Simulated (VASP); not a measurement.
Runs of VASP 6.6.1 on Mg2Ge. The structure is cubic, space group Fm-3m (No. 225). The conventional cell has a = 6.378 Å, b = 6.378 Å, c = 6.378 Å, α = 90.00°, β = 90.00°, γ = 90.00°. Mg (site symmetry -43m) is surrounded by 4 Ge at 2.76 Å. Ge (site symmetry m-3m) has 8 Mg at 2.76 Å as nearest neighbours. 

| task | cell | k mesh | cutoff (eV) | smearing | k mesh for the DOS | occupations for the DOS | gap on the mesh (eV) | pressure (GPa) | relaxed volume (Å³/atom) |
| --- | --- | --- | --- | --- | --- | --- | --- | --- | --- |
| relaxation of cell and atoms | relaxed | 10 × 10 × 10 | 600 | gaussian 0.01 eV | - | - | 0.16 | 0.0 | (a) |
| single point | cell and atoms relaxed tightly for response | 10 × 10 × 10 | 520 | gaussian 0.01 eV | - | - | 0.16 | -0.1 | - |
| single point | Fm-3m, 22.07 Å³/atom | 10 × 10 × 10 | 520 | gaussian 0.01 eV | - | - | 0.16 | -0.2 | - |
| single point | Fm-3m, 21.62 Å³/atom | 6 × 6 × 6 | 520 | gaussian 0.1 eV | - | - | 0.14 | (b) | - |
| relaxation of cell and atoms | relaxed from: cell and atoms relaxed tightly for response | 10 × 10 × 10 | 600 | gaussian 0.01 eV | - | - | 0.16 | 0.0 | 22.01 |

Alike in all rows: level PBE; potentials or basis VASP PAW PBE potentials, release 64 (Mg, Ge_d); no spin polarisation.

**Question.** Estimate the missing entries.

**Answer.** (a) 22.03; (b) 0.8.

A k mesh can miss the band edges, and the runs leave out spin-orbit coupling on Ge.
